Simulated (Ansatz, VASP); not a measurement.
**KTaO3: VASP beside Ansatz**

File POSCAR:

```
KTaO3
1.0
    3.9901309646      0.0000000000      0.0000000000
    0.0000000000      3.9901309646      0.0000000000
    0.0000000000      0.0000000000      3.9901309646
K Ta O
1 1 3
Direct
    0.5000000000      0.5000000000      0.5000000000
    0.0000000000      0.0000000000      0.0000000000
    0.5000000000      0.0000000000      0.0000000000
    0.0000000000      0.5000000000      0.0000000000
    0.0000000000      0.0000000000      0.5000000000
```

Contents of INCAR.step1:

```
SYSTEM = KTaO3
ALGO = Normal
EDIFF = 1E-4
ENCUT = 520
GGA = PE
ISMEAR = 0
LASPH = .TRUE.
LCHARG = .FALSE.
LREAL = .FALSE.
LWAVE = .TRUE.
NBANDS = 27
NELM = 60
PREC = Accurate
SIGMA = 0.01
```

Contents of INCAR.step2:

```
SYSTEM = KTaO3
ALGO = Normal
EDIFF = 1E-6
ENCUT = 520
ISIF = 2
ISMEAR = 0
ISTART = 1
LASPH = .TRUE.
LCHARG = .FALSE.
LMIXTAU = .TRUE.
LREAL = .FALSE.
LWAVE = .FALSE.
METAGGA = R2SCAN
NBANDS = 27
NELM = 60
PREC = Accurate
SIGMA = 0.01
```

File KPOINTS:

```
k-points
0
G
  6 6 6
  0 0 0
```

Input for Ansatz:

```yaml
crystal:
  lattice:
    - [3.9901309646, 0.0, 0.0]
    - [0.0, 3.9901309646, 0.0]
    - [0.0, 0.0, 3.9901309646]
  atoms:
    - { symbol: K, position: [0.5, 0.5, 0.5] }
    - { symbol: Ta, position: [0.0, 0.0, 0.0] }
    - { symbol: O, position: [0.5, 0.0, 0.0] }
    - { symbol: O, position: [0.0, 0.5, 0.0] }
    - { symbol: O, position: [0.0, 0.0, 0.5] }
kpoints:
  mp_grid: { grid: [6, 6, 6] }
hamiltonian:
  xc: r2scan
scf:
  occupations: { method: fixed }
  n_extra_bands: 5
output:
  forces: true
  stress: true
  eigenvalues: true
```

Alike in both runs: task single point; functional r2SCAN; k mesh 6 × 6 × 6; no spin polarisation.

```csv
,VASP,Ansatz
version,VASP 6.6.1,Ansatz 0.2.0
potentials or method,"VASP PAW PBE potentials, release 64 (K_sv, Ta_pv, O)","plane waves, PAW"
plane-wave cutoff (eV),520,500
occupations,"gaussian, width 0.01 eV",fixed
valence electrons in the cell,38,40
```

|  | VASP | Ansatz | Ansatz less VASP |
| --- | --- | --- | --- |
| gap on the k mesh at the Fermi level (eV) | 2.59 | 2.63 | +0.031 |
| pressure (GPa) | 0.9 | 0.0 | -0.92 |

The two sets of potentials don't hold the same shells in valence.

Caveats: the PAW data sets were made with another functional, which shifts forces and pressure a little (VASP); spin-orbit coupling is left out, which moves the levels of the heavy elements. A k mesh can miss the band edges.
